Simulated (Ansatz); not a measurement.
# Cu (Fm-3m) in Ansatz: single point with PBE

Aim: the single point of Cu with PBE.

All numbers are computed with Ansatz 0.2.0; they aren't measurements. Logs are shortened: lines on timing, memory, paths and dates and some standing lists are left out, and cuts for length are marked.

### 1 The structure

It takes space group Fm-3m (No. 225, cubic). Conventional cell: a = 3.615 Å, b = 3.615 Å, c = 3.615 Å, α = 90.00°, β = 90.00°, γ = 90.00°. Cu (site symmetry m-3m) has 12 Cu at 2.56 Å as nearest neighbours.

### 2 Single point, PBE

Input file input.yaml:

```yaml
crystal:
  lattice:
    - [0.0, 1.8075, 1.8075]
    - [1.8075, 0.0, 1.8075]
    - [1.8075, 1.8075, 0.0]
  atoms:
    - { symbol: Cu, position: [0.0, 0.0, 0.0] }
kpoints:
  mp_grid: { grid: [8, 8, 8] }
scf:
  occupations: { method: fermi_dirac, width: 0.02 }
hamiltonian:
  xc: pbe
  pseudopotentials: { kind: all_electron, lapw: { basis_error: 0.003 } }
output:
  forces: true
  stress: true
  eigenvalues: true
```

Potentials or basis: all-electron LAPW, scalar-relativistic.

Command:

```console
$ ansatz run input.yaml --threads 1 --pin off --max-ram 2560MiB --backend cpu --events-out ev --progress --plain --runs-dir out
```

What it wrote:

```text
Warning: RAYON_NUM_THREADS=1 ignored (pool sized by the plan → 1); use --threads N
LAPW: plane waves up to 8.259 Å⁻¹, error target 3.0e-3 eV per atom; small_component_spin mean_spin; Cu in spheres of 1.278 Å, 19 of its electrons in bands, Dirac shells [] (how accurate: hamiltonian.pseudopotentials.lapw.basis_error, Limitations)
Engine: ansatz 0.2.0, x86_64-unknown-linux-gnu
Pseudopotentials: kind: all_electron
Pseudopotential: Cu, LAPW, valence charge 19, lapw/all_electron/scalar/gaussian/Cu, Koelling and Harmon's equation, gaussian nucleus
Functional definition: PBE
  parameter kappa = 0.804
  parameter beta = 0.06672455060314922
  exchange = pbe_x(kappa = kappa, mu = beta*pi^2/3)
  correlation = pbe_c(beta = beta)
Crystal: 1 atoms, lattice volume = 11.810 Å³
Basis set: ecut = 259.8743002144542 eV, 113 PW (Γ), exchange–correlation at level 2
Bands: 14, of which v1, the nominal top of the filled ones, is band 10 counted from 1 (9 counted from 0)
Symmetry: 48 space group operations
Space group: Fm-3m (ITA 225), of the structure as read, at distance tolerance 2.3e-5 Å
k-points: 29 of 512
Non-local potential: Cu, projectors of the file, none
Initial density: superposition of atomic densities (chi_scale 0.1, normalization cell)
Initial wavefunctions: plane waves of lowest kinetic energy (no species holds an atomic orbital)
Functional: x = pbe(κ = 0.804, μ = 0.2195149727645171), c = pbe(β = 0.06672455060314922)
iter 1 solved again at ethr=5.98e-4 eV; its pass at ethr=1.00e-1 eV (dr2=1.14e-1 eV) is discarded
SCF iter   1: F=—  HF=-45035.137614 eV  |F-HF|=—  |Δ(HF+E_count)|=         —  Δρ=4.46e-2  dr2=1.14e-1  ethr=5.98e-4  ⟨swp⟩=2.5  Hψ=2893  notcnv=0
preconditioner: auto → none  [metal: Δε(μ)=0.030 eV  Ē_g=15.815 eV  σ=0.020 eV  W_gap=0.35  n_scr=0 (ndim 8)  ℏωp=35.8 eV  f_vac=0.000  D(μ)=2.76/eV (n_scr^D=58)]
SCF iter   2: F=—  HF=-45035.984389 eV  |F-HF|=—  |Δ(HF+E_count)|=   8.47e-1  Δρ=2.72e-2  dr2=4.37e-2  ethr=5.98e-4  ⟨swp⟩=3.0  Hψ=1420  notcnv=0
iter 3 solved again at ethr=2.21e-6 eV; its pass at ethr=2.30e-4 eV (dr2=4.20e-4 eV) is discarded
SCF iter   3: F=—  HF=-45034.355319 eV  |F-HF|=—  |Δ(HF+E_count)|=    1.63e0  Δρ=2.41e-3  dr2=4.19e-4  ethr=2.21e-6  ⟨swp⟩=2.1  Hψ=2119  notcnv=0
SCF iter   4: F=—  HF=-45034.266499 eV  |F-HF|=—  |Δ(HF+E_count)|=   8.88e-2  Δρ=4.77e-3  dr2=1.23e-3  ethr=2.21e-6  ⟨swp⟩=3.0  Hψ=1389  notcnv=0
SCF iter   5: F=—  HF=-45034.259247 eV  |F-HF|=—  |Δ(HF+E_count)|=   7.25e-3  Δρ=8.61e-4  dr2=3.92e-5  ethr=2.21e-6  ⟨swp⟩=2.2  Hψ=1153  notcnv=0
SCF iter   6: F=—  HF=-45034.259051 eV  |F-HF|=—  |Δ(HF+E_count)|=   1.96e-4  Δρ=1.55e-5  dr2=1.27e-8  ethr=2.06e-7  ⟨swp⟩=2.0  Hψ=1090  notcnv=0
SCF iter   7: F=-45034.259051 eV  HF=-45034.259051 eV  |F-HF|=4.12e-8  |Δ(HF+E_count)|=   8.91e-8  Δρ=4.75e-6  dr2=1.70e-9  ethr=6.71e-11  ⟨swp⟩=3.0  Hψ=1228  notcnv=0
SCF 1 converged in 7 iterations: F = -45034.259051 eV  dr2 = 1.70e-9
SCF converged after 7 iterations
Free energy (F): -45034.259051 eV
Harris-Foulkes:  -45034.259051 eV  (|F-HF|=4.12e-8)
Internal energy: -45034.257492 eV  (E = F + TS)
E sigma→0 (E₀):  -45034.258271 eV
Entropy (-TS):   -0.001559 eV (-1.559 meV/atom)
Fermi energy:    16.517266 eV
--- Per-component energies (eV) ---
  E_band       = -362.080149
  E_kinetic    = 45808.770586
  E_xc         = -1840.682229
  E_electrostatic = -89002.345849  (all electrons and nuclei)
  E_smearing   = -0.001559  (= −TS)
  E_closure    = 0.000000  (closes the sum)
  E_atoms      = -45030.532457  (free atoms, spherical and without spin; not in F)
  Σ components = -45034.259051   (vs F -45034.259051, Δ=0.00e0)
  Basis errors (estimates in eV, not in F): energy 5.8e-4 per atom: plane waves 5.7e-4 (2.9e-4 summed), levels above the bands 0.0e0, relativity 8.5e-9, radial functions 9.3e-6, core shells 1.2e-11; eigenvalues (radial functions only) 7.8e-6; not estimated: angular momenta, meshes, grids; target (lapw.basis_error) 3.0e-3; muffin-tin radii Cu 1.278 Å
--- Forces (eV/Å), atoms counted from 1 ---
  atom   1  Cu     0.00000000    -0.00000000     0.00000000
  max |Σ_I F_I| component: 3.29e-31 eV/Å
--- Stress (GPa, compression-positive) ---
        2.604200       0.000000      -0.000000
        0.000000       2.604200       0.000000
       -0.000000       0.000000       2.604200
  P = ⅓ Tr σ = 2.6042 GPa (26.042 kbar)
--- Band table (eV; the first three rows and the last of 29) ---
  k-point 0: bands = ["-95.9493", "-53.2639", "-53.2639", "-53.2639", "7.2030", "13.6207", "13.6207", "13.6207", "14.4542", "14.4542", "39.2093", "41.8244", "41.8244", "41.8244"]
  k-point 1: bands = ["-95.9472", "-53.2797", "-53.2663", "-53.2663", "7.7666", "13.5086", "13.7152", "13.7152", "14.4247", "14.4247", "35.3938", "39.8241", "40.6056", "40.6056"]
  k-point 2: bands = ["-95.9423", "-53.3178", "-53.2720", "-53.2720", "9.3280", "13.3575", "13.7782", "13.7782", "14.5378", "14.5378", "29.0337", "39.0767", "39.3877", "39.3877"]
  k-point 28: bands = ["-95.9307", "-53.3357", "-53.3357", "-53.3057", "12.4843", "13.0987", "13.0987", "14.4094", "15.1758", "22.7919", "22.7919", "24.9113", "25.3634", "44.8109"]
```

It took 1.8 s on 1 thread of Intel Xeon 6975P-C (Granite Rapids), shared host; peak memory 0.34 GiB.

What came out:

```yaml
Free_energy: -45034.2591 eV
Pressure: 2.6 GPa
Band_gap_on_the_k_mesh: none (metal or under the smearing width)
```

Levels at points of the mesh, in eV from the Fermi level:
```csv
k point,band 6,band 7,band 8,band 9,band 10,band 11,band 12,band 13,band 14
"(0.00, 0.00, 0.00)",-2.90,-2.90,-2.90,-2.06,-2.06,22.69,25.31,25.31,25.31
"(0.00, 0.00, -0.50)",-2.93,-2.93,-1.49,-1.49,-0.96,3.85,21.17,22.13,22.13
"(0.00, -0.50, -0.50)",-4.31,-1.51,-1.34,-1.34,1.54,7.20,13.13,13.13,17.66
```

Caveat: the k mesh is coarse (spacing up to 0.38 Å⁻¹), so the values aren't converged.
